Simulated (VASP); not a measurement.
Set up this calculation in VASP 6.6.1, as the native input.

```
Task                   : single point
Functional             : PBE
Potentials or basis    : VASP PAW PBE potentials, release 64 (Mg, Se)
Cutoff                 : 520 eV
k mesh                 : 4 × 4 × 4
Occupations            : gaussian, width 0.05 eV
Spin                   : no spin polarisation
Dipole correction      : no
Further INCAR settings : LREAL = Auto; ALGO = Fast; EDIFF = 1e-07; NBANDS = 42
```

The structure of Mg8Se7 (a cell with a defect) lies in POSCAR:

```
Mg8Se7
1.0
   -5.5089473509     -5.5089473509      0.0000000000
   -5.5089473509      0.0000000000     -5.5089473509
    0.0000000000     -5.5089473509     -5.5089473509
Mg Se
8 7
Direct
    0.4966933166      0.4966933166      0.0033066834
    1.0033066834      0.4966933166      0.0033066834
    0.4966933166      1.0033066834      0.0033066834
    1.0000000000      1.0000000000      0.0000000000
    0.5000000000      0.5000000000      0.5000000000
    1.0033066834      0.4966933166      0.4966933166
    0.4966933166      1.0033066834      0.4966933166
    1.0033066834      1.0033066834      0.4966933166
    0.7500000000      0.2500000000      0.2500000000
    0.2500000000      0.7500000000      0.2500000000
    0.7500000000      0.7500000000      0.2500000000
    0.2500000000      0.2500000000      0.7500000000
    0.7500000000      0.2500000000      0.7500000000
    0.2500000000      0.7500000000      0.7500000000
    0.7500000000      0.7500000000      0.7500000000
```

The cell isn't the ideal one: Se vacancy, atoms relaxed.

One way to write it, as run:

INCAR

```
  ALGO = Fast
  EDIFF = 1E-7
  ENCUT = 520
  GGA = PE
  ISIF = 2
  ISMEAR = 0
  LASPH = True
  LCHARG = False
  LREAL = Auto
  LWAVE = False
  NBANDS = 42
  NELM = 100
  PREC = Accurate
  SIGMA = 0.05
```

KPOINTS

```
k-points
0
Gamma
  4 4 4
```

Potentials or basis: VASP PAW PBE potentials, release 64 (Mg, Se).

Launch:

```sh
$ cat potpaw_PBE.64/Mg/POTCAR potpaw_PBE.64/Se/POTCAR > POTCAR
$ mpirun -np 1 vasp_std > vasp.out
```

It gave:

| Item | Value |
| --- | --- |
| Pressure | -1.3 GPa |
| Largest force | 0.010 eV/Å |
| Band gap on the k mesh | 0.02 eV, indirect (least direct gap 0.07 eV) |

Wall time 2.5 min on 1 thread of Intel(R) Xeon(R) 6975P-C (Granite Rapids), on a shared host, peak memory 0.49 GiB.
